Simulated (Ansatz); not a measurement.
Cu:

```
Cu
1.0
     2.53410    0.00000    0.00000
    -1.26705    2.19459    0.00000
     0.00000    0.00000    4.11257
Cu
2
Direct
  0.66667 0.33333 0.75000
  0.33333 0.66667 0.25000
```

This isn't the form of Cu at room conditions, which is fcc.

| Property | Result |
| --- | --- |
| Program | Ansatz 0.2.0 |
| Task | relaxation of cell and atoms |
| Functional | LDA |
| Potentials or basis | Ansatz PAW |
| Cutoff | 420 eV (not typed: the program's choice for these potentials) |
| k mesh | 12 × 12 × 7 |
| Occupations | fermi-dirac, width 0.05 eV |
| Spin | no spin polarisation |

At the start: volume 11.44 Å³/atom.

Problem. How do energy, volume and symmetry change on relaxing?

Solution. It ends after 5 steps and the volume is 10.91 Å³/atom (-4.6 %); space group P6_3/mmc (No. 194, to 0.05 Å).

The path:
```tsv
step	energy change (eV)	largest force (eV/Å)	volume (Å³)
1	0.0000	0.0000	22.87
2	-0.0209	0.0000	22.33
3	-0.0280	0.0000	21.76
4	-0.0280	0.0000	21.81
5	-0.0273	0.0000	21.81
```

Final structure:
```xyz
2
Lattice="2.4920 0.0000 0.0000 -1.2460 2.1582 0.0000 0.0000 0.0000 4.0559" Properties=species:S:1:pos:R:3 pbc="T T T"
Cu    1.2460    0.7194    3.0419
Cu    0.0000    1.4388    1.0140
```

Caveat: the plane-wave basis is chosen anew once the cell has moved, so the energies of steps on either side of that aren't comparable; the PAW data sets come from PBE, with cores solved anew for the run's functional, which leaves a small shift of forces and pressure.
